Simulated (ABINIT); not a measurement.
A run of ABINIT 10.8.3 (patched build) is set up as follows.

File run.abi:

```
pp_dirpath "./"
pseudos "Ge.GGA_PBE-JTH.xml"

acell 3*1.0
rprim
    -4.9498919191     4.9498919191     4.9498919191
     4.9498919191    -4.9498919191     4.9498919191
     4.9498919191     4.9498919191    -4.9498919191
ntypat 1
znucl 32
natom 3
typat 1 1 1
xcart
     0.0213340342     4.8612492546     0.0420938809
    -0.0256206406    -0.0725654155     4.9452786198
     4.9192570380    -0.0195372234    -0.0423265258
chkprim 0
chksymtnons 0
tolsym 1.0e-6

ecut 22.0
pawecutdg 44.0
pawxcdev 0

kptopt 1
ngkpt 7 7 7
nshiftk 1
shiftk 0.0 0.0 0.0

ixc 11

nband 26
occopt 3
tsmear 0.05 eV

nstep 100
tolvrs 1.0e-9

iomode 3
prtwf 0
prtden 0
prteig 0
prtebands 0
enunit 1
```

Potentials or basis: JTH PAW PBE v2.0.

Command:

```console
$ abinit run.abi > log 2>&1
```

**Question.** Predict the band gap on the k mesh.

**Answer.** None (metal or under the smearing width).

**Question.** Estimate the largest force.

**Answer.** 0.272 eV/Å.

**Question.** What does it give for the pressure?

**Answer.** -0.1 GPa.

Forces in eV/Å, atoms in the order of the input:
```
Ge  -0.118 -0.035 -0.234
Ge   0.141  0.165 -0.004
Ge  -0.023 -0.129  0.238
```
